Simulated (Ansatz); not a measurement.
# MoTe2: a single-point run

Wanted: a converged single-point run for MoTe2, and a check of what comes out. The structure is shown as the input types it. The cell is built on a prototype (CdCl2 type) and needn't be the phase found in nature.

Method: density functional or hybrid calculation with the settings of its input, plane waves (as first typed), in Ansatz 0.2.0.

1 further run of the same task is left out (it didn't finish).

### 1 The starting structure

It takes space group R-3m (No. 166, trigonal). The conventional cell has a = 3.502 Å, b = 3.502 Å, c = 21.206 Å, α = 90.00°, β = 90.00°, γ = 120.00°. Mo (site symmetry -3m) is surrounded by 6 Te at 2.73 Å. Te (site symmetry 3m) has 3 Mo at 2.73 Å as nearest neighbours.

As a file:

```cif
data_structure
_symmetry_space_group_name_H-M 'P 1'
_symmetry_Int_Tables_number 1
_cell_length_a 7.3522
_cell_length_b 7.3522
_cell_length_c 7.3522
_cell_angle_alpha 27.555
_cell_angle_beta 27.555
_cell_angle_gamma 27.555
_cell_volume 75.07
loop_
_atom_site_label
_atom_site_type_symbol
_atom_site_fract_x
_atom_site_fract_y
_atom_site_fract_z
_atom_site_occupancy
Mo1 Mo 0.00000 0.00000 0.00000 1
Te1 Te 0.24656 0.24656 0.24656 1
Te2 Te 0.75344 0.75344 0.75344 1
```

### 2 The run

input.yaml

```yaml
crystal:
  lattice:
    - [1.7509539881, 1.0109137565, 7.0687660021]
    - [-1.7509539881, 1.0109137565, 7.0687660021]
    - [0.0, -2.0218275126, 7.0687660021]
  atoms:
    - { symbol: Mo, position: [0.0, 0.0, 0.0] }
    - { symbol: Te, position: [0.2465646675, 0.2465646675, 0.2465646675] }
    - { symbol: Te, position: [0.7534353325, 0.7534353325, 0.7534353325] }
kpoints:
  mp_grid: { grid: [6, 6, 6] }
hamiltonian:
  xc: pbe
scf:
  occupations: { method: fermi_dirac, width: 0.02 }
  n_extra_bands: 4
  max_iter: 89
output:
  forces: true
  stress: true
  eigenvalues: true
basis:
  ecutwfc: 120
```

Run with:

```bash
$ ansatz run input.yaml --threads 4 --pin off --max-ram 3686MiB --backend cpu --events-out ev --progress --plain --runs-dir out
```

Q: Will this input give a usable result? If not, why, and what should change?

The program finished normally, with warnings (cutoff below recommended). It gives a pressure of 22 GPa, which is large; a structure far from rest gives such values too, whatever the setting.

The suspect setting: basis.ecutwfc is 120. The basis cutoff is far too low: the plane waves can't represent the orbitals near the cores. The potentials' recommended cutoff is 420 eV.

To check: delete basis.ecutwfc (the default then holds).
